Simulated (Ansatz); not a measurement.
## From the elastic tensor of CuNi₄ to moduli and sound speeds

These are results of DFT PBE, scalar-relativistic, plane waves, PAW (Ansatz 0.2.0), not measurements. Settings: 420 eV plane-wave cutoff, Γ-centred 12×12×12 mesh, Fermi-Dirac smearing of 0.15 eV. No spin polarisation.

Space group I4/m (No. 87), tetragonal, a = 5.597 Å, c = 3.537 Å. Cu is surrounded by 12 Ni at 2.50–2.51 Å; Ni has 9 Ni at 2.48–2.51 Å and 3 Cu at 2.50–2.51 Å.

The cell was found from a structure generator's guess, not taken from experiment. In a metal, frequencies and elastic constants depend on the k mesh and the smearing, soft modes and shear constants most.

Relaxed-ion constants (GPa, on the Cartesian axes of the calculation):
```
269.2 130.6 157.0   0.0   0.0 -34.0
130.6 269.2 157.0   0.0   0.0  34.0
157.0 157.0 243.2   0.0   0.0   0.0
  0.0   0.0   0.0 116.8   0.0   0.0
  0.0   0.0   0.0   0.0 116.8   0.0
-34.0  34.0   0.0   0.0   0.0  90.6
```

Density 8.943 g/cm³; 5 atoms in 55.39 Å³.

With S = C⁻¹: B_V = (C11+C22+C33+2(C12+C13+C23))/9, G_V = (C11+C22+C33−C12−C13−C23+3(C44+C55+C66))/15, 1/B_R = S11+S22+S33+2(S12+S13+S23), 15/G_R = 4(S11+S22+S33−S12−S13−S23)+3(S44+S55+S66); Hill is their mean. Then v_l = √((B+4G/3)/ρ), v_t = √(G/ρ), v_m = [(2/v_t³+1/v_l³)/3]^(−1/3) and Θ = (ħ/k_B)·v_m·(6π²n/V)^(1/3) for n atoms in the volume V; E = 9BG/(3B+G), ν = (3B−2G)/(2(3B+G)) and A^U = 5G_V/G_R + B_V/B_R − 6.

| Quantity | Value |
| --- | --- |
| Bulk modulus, Voigt / Reuss / Hill | 185.6 / 185.6 / 185.6 GPa |
| Shear modulus, Voigt / Reuss / Hill | 87.3 / 69.9 / 78.6 GPa |
| Young's modulus | 207 GPa |
| Poisson ratio | 0.314 |
| Pugh ratio B/G | 2.36 (over 1.75, the rule of thumb for ductile) |
| Universal anisotropy index | 1.25 |
| Longitudinal and transverse sound speeds | 5699 and 2964 m/s |
| Debye temperature from the mean sound speed | 443 K |
